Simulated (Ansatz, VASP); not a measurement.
**AgCl: VASP beside Ansatz**

Contents of INCAR:

```
SYSTEM = AgCl
ALGO = Normal
EDIFF = 1E-7
ENCUT = 520
GGA = PS
ISIF = 2
ISMEAR = 0
LASPH = .TRUE.
LCHARG = .FALSE.
LREAL = .FALSE.
LWAVE = .FALSE.
NBANDS = 16
NELM = 80
PREC = Accurate
SIGMA = 0.05
```

Contents of KPOINTS:

```
k-points
0
G
  10 10 10
  0 0 0
```

File POSCAR:

```
AgCl
1.0
    3.3311591989      0.0000000000      0.0000000000
    0.0000000000      3.3311591989      0.0000000000
    0.0000000000      0.0000000000      3.3311591989
Ag Cl
1 1
Direct
    0.0000000000      0.0000000000      0.0000000000
    0.5000000000      0.5000000000      0.5000000000
```

Input for Ansatz:

```yaml
crystal:
  lattice:
    - [3.3311591989, 0.0, 0.0]
    - [0.0, 3.3311591989, 0.0]
    - [0.0, 0.0, 3.3311591989]
  atoms:
    - { symbol: Ag, position: [0.0, 0.0, 0.0] }
    - { symbol: Cl, position: [0.5, 0.5, 0.5] }
basis:
  ecutwfc: 420
kpoints:
  mp_grid: { grid: [10, 10, 10] }
hamiltonian:
  xc: pbesol
scf:
  occupations: { method: gaussian, width: 0.05 }
output:
  forces: true
  stress: true
  eigenvalues: true
```

Measurements of this composition are mostly on another form, of space group No. 225.

Alike in both runs: task single point; functional PBEsol; k mesh 10 × 10 × 10; occupations gaussian, width 0.05 eV; no spin polarisation.

|  | VASP | Ansatz |
| --- | --- | --- |
| version | VASP 6.6.1 | Ansatz 0.2.0 |
| potentials or method | VASP PAW PBE potentials, release 64 (Ag, Cl) | scalar-relativistic, plane waves, PAW |
| plane-wave cutoff (eV) | 520 | 420 |
| valence electrons in the cell | 18 | 26 |

Ansatz gave:

```
gap on the k mesh at the Fermi level (eV) : 0.45
least direct gap on the mesh (eV)         : 2.28
pressure (GPa)                            : 0.0
```

Problem. Which values does VASP return?

Solution. gap on the k mesh at the Fermi level (eV): 0.45; least direct gap on the mesh (eV): 2.28; pressure (GPa): -0.1.

The two sets of potentials don't hold the same shells in valence.

Caveats: the PAW data sets were made with another functional, which shifts forces and pressure a little (VASP).
